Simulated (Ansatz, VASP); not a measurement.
# Two plane-wave programs on Cu3O2

File INCAR:

```
PREC     = Accurate       # precision mode
ENCUT    = 520            # plane-wave cutoff, eV
EDIFF    = 1E-7           # SCF threshold, eV
ISMEAR   = 0              # smearing method
SIGMA    = 0.1            # smearing width, eV
LREAL    = False          # projectors in reciprocal space
LASPH    = True           # aspherical terms in the spheres
NELM     = 60             # most SCF steps
ALGO     = Normal         # electronic algorithm
ISIF     = 2              # what is computed and relaxed
LWAVE    = False          # write WAVECAR
LCHARG   = False          # write CHGCAR
GGA      = PE             # functional
NBANDS   = 30             # bands
```

File KPOINTS:

```
Automatic mesh
0
Gamma
  6 6 6
```

Contents of POSCAR:

```
Cu3O2
1.0
    2.9630035000      1.7106909000      2.1957922000
   -2.9630035000      1.7106909000      2.1957922000
    0.0000000000     -3.4213818000      2.1957922000
Cu O
3 2
Direct
    0.5000000000      0.0000000000      0.0000000000
    0.0000000000      0.5000000000      0.0000000000
    0.0000000000      0.0000000000      0.5000000000
    0.2629700000      0.2629700000      0.2629700000
    0.7370300000      0.7370300000      0.7370300000
```

Input for Ansatz:

```yaml
crystal:
  lattice:
    - [2.9630035, 1.7106909, 2.1957922]
    - [-2.9630035, 1.7106909, 2.1957922]
    - [0.0, -3.4213818, 2.1957922]
  atoms:
    - { symbol: Cu, position: [0.5, 0.0, 0.0] }
    - { symbol: Cu, position: [0.0, 0.5, 0.0] }
    - { symbol: Cu, position: [0.0, 0.0, 0.5] }
    - { symbol: O, position: [0.26297, 0.26297, 0.26297] }
    - { symbol: O, position: [0.73703, 0.73703, 0.73703] }
basis:
  ecutwfc: 420
kpoints:
  mp_grid: { grid: [6, 6, 6] }
hamiltonian:
  xc: pbe
scf:
  occupations: { method: gaussian, width: 0.1 }
  lower_state_search: "off"
output:
  forces: true
  stress: true
  eigenvalues: true
```

Alike in both runs: task single point; functional PBE; k mesh 6 × 6 × 6; occupations gaussian, width 0.1 eV; no spin polarisation.

|  | VASP | Ansatz |
| --- | --- | --- |
| version | VASP 6.6.1 | Ansatz 0.2.0 |
| potentials or method | VASP PAW PBE potentials, release 64 (Cu, O) | scalar-relativistic, plane waves, PAW |
| plane-wave cutoff (eV) | 520 | 420 |
| valence electrons in the cell | 45 | 69 |

VASP gave:

```
gap on the k mesh at the Fermi level (eV)       : none
pressure (GPa)                                  : 0.8
largest component of the traceless stress (GPa) : 0.50
rms of the force components (eV/Å)              : 0.031
```

**Question.** What did Ansatz give for the same quantities?

**Answer.** gap on the k mesh at the Fermi level (eV): none; pressure (GPa): 0.0; largest component of the traceless stress (GPa): 0.05; rms of the force components (eV/Å): 0.001.

Atom by atom the forces differ by 0.030 eV/Å (rms over components). A gap of «none» marks a metal or a gap that the smearing closes. The two sets of potentials don't hold the same shells in valence.

Caveats: an odd number of electrons without spin polarisation forces a metal; a magnetic or distorted state may lie lower; the run has no spin polarisation, though such a crystal can be magnetic; semilocal functionals often make such compounds metallic where correlation or magnetic order opens a gap, which also shifts bond lengths.
